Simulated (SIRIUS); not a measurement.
The system is Ta.

```
CELL_PARAMETERS angstrom
2.90037 0.00000 0.00000
-1.45019 2.51180 0.00000
0.00000 0.00000 5.16627
ATOMIC_POSITIONS crystal
Ta 0.33333 0.66667 0.25000
Ta 0.66667 0.33333 0.75000
```

This isn't the form of Ta at room conditions, which is bcc.

- Program: SIRIUS 7.10.0
- Task: relaxation of cell and atoms
- Functional: PBEsol
- Potentials or basis: PseudoDojo 0.4.1 PBE standard (scalar relativistic)
- Cutoff: 807 eV
- Density cutoff: 3227 eV
- k mesh: 6 × 6 × 3
- Occupations: fermi-dirac, width 0.05 eV
- Spin: no spin polarisation

At the start: pressure -7.1 GPa; volume 18.82 Å³/atom.

Question: Where does the relaxation end?

Answer: Over 5 steps the energy falls by 17.3 meV/atom and the volume is 18.09 Å³/atom (-3.9 %); space group P6_3/mmc (No. 194, to 0.05 Å).

The path:
| step | energy change (eV) | largest force (eV/Å) | pressure (GPa) | volume (Å³) |
| --- | --- | --- | --- | --- |
| 1 | 0.0000 | 0.0000 | -7.13 | 37.64 |
| 2 | -0.0235 | 0.0000 | -4.02 | 36.97 |
| 3 | -0.0340 | 0.0000 | 0.15 | 36.14 |
| 4 | -0.0342 | 0.0000 | 0.07 | 36.16 |
| 5 | -0.0346 | 0.0000 | -0.06 | 36.18 |

Final structure:
```
Ta
1.0
     2.85286    0.00000    0.00000
    -1.42643    2.47065    0.00000
     0.00000    0.00000    5.13240
Ta
2
Cartesian
  0.0000 1.6471 1.2831
  1.4264 0.8235 3.8493
```

Caveat: the k mesh is coarse (spacing up to 0.42 Å⁻¹), so the values aren't converged; the potentials were made for another functional, which shifts forces and pressure.
